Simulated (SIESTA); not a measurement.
Runs of SIESTA 5.4.2 on Mo. Symmetry: Im-3m, No. 229, cubic system. Conventional cell: a = 3.168 Å, b = 3.168 Å, c = 3.168 Å, α = 90.00°, β = 90.00°, γ = 90.00°. Mo (site symmetry m-3m) has 8 Mo at 2.74 Å as nearest neighbours. 

```csv
task,level,potentials or basis,cell,gap on the mesh (eV),pressure (GPa),V0 of scaled cells (Å³/atom),B0 (GPa)
single point,PBEsol,"PseudoDojo 0.4 standard (PBEsol files), DZP (energy shift 0.003 Ry; two zetas on semicore shells)",as given,none,-6.6,-,-
band structure,PBEsol,"PseudoDojo 0.4 standard (PBEsol files), DZP (energy shift 0.003 Ry; two zetas on semicore shells)",as given,none,-6.6,-,-
band structure,LDA,"PseudoDojo 0.4 standard (LDA files), DZP (energy shift 0.003 Ry; two zetas on semicore shells)",as given,none,-11.1,-,-
equation of state,LDA,"PseudoDojo 0.4 standard (LDA files), DZP (energy shift 0.003 Ry; two zetas on semicore shells)",as given,-,-,15.26,(a)
single point,PBEsol,"PseudoDojo 0.4 standard (PBEsol files), DZP (energy shift 0.003 Ry; two zetas on semicore shells)",cell strained at random at fixed volume,none,-6.3,-,-
equation of state,PBEsol,"PseudoDojo 0.4 standard (PBEsol files), DZP (energy shift 0.003 Ry; two zetas on semicore shells)",as given,-,-,(b),286
```

Alike in all rows: no spin polarisation; k mesh 12 × 12 × 12; smearing fermi-dirac 0.05 eV; grid cutoff 800 Ry; energy shift 0.003 Ry.

Question: Estimate the missing entries.

Answer: (a) 298; (b) 15.51.

Caveats: the basis of atomic orbitals isn't converged, which shifts pressures, moduli and gaps.

A k mesh can miss the band edges, and the runs leave out spin-orbit coupling on Mo.

A gap of «none» marks a metal or a gap under the smearing width.

Runs at the PBE level aren't shown here.
